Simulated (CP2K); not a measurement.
The system is MgS.

```
S Mg
1.0
     4.00664    0.00000    0.00000
     2.00332    3.46985    0.00000
     2.00332    1.15662    3.27141
S Mg
1 1
Direct
  0.25000 0.25000 0.25000
  0.00000 0.00000 0.00000
```

The cell comes from a database or a generator and needn't be the stable form of this composition.

Base run:

| Quantity | Value |
| --- | --- |
| Program | CP2K 2026.2 |
| Functional | TASK |
| Potentials or basis | POTENTIAL_UZH S GTH-SCAN-q6, Mg GTH-SCAN-q10; TZVP-MOLOPT-SCAN-GTH basis |
| Density cutoff | 19048 eV |
| k mesh | 8 × 8 × 8 |
| Occupations | fermi-dirac, width 0.05 eV |
| Spin | no spin polarisation |

Its results: band gap on the k mesh 5.52 eV, direct; pressure 7.2 GPa.

**Question.** The run is repeated on the same cell with these changes: functional from TASK to SCAN; eps_default from 1.0E-9 to 1.0E-10. What comes out?

**Answer.** Band gap on the k mesh 3.97 eV, direct; pressure 0.5 GPa.

Caveats: the basis of atomic orbitals isn't converged, which shifts pressures, moduli and gaps; the potentials were made for another functional, which shifts forces and pressure (some runs).
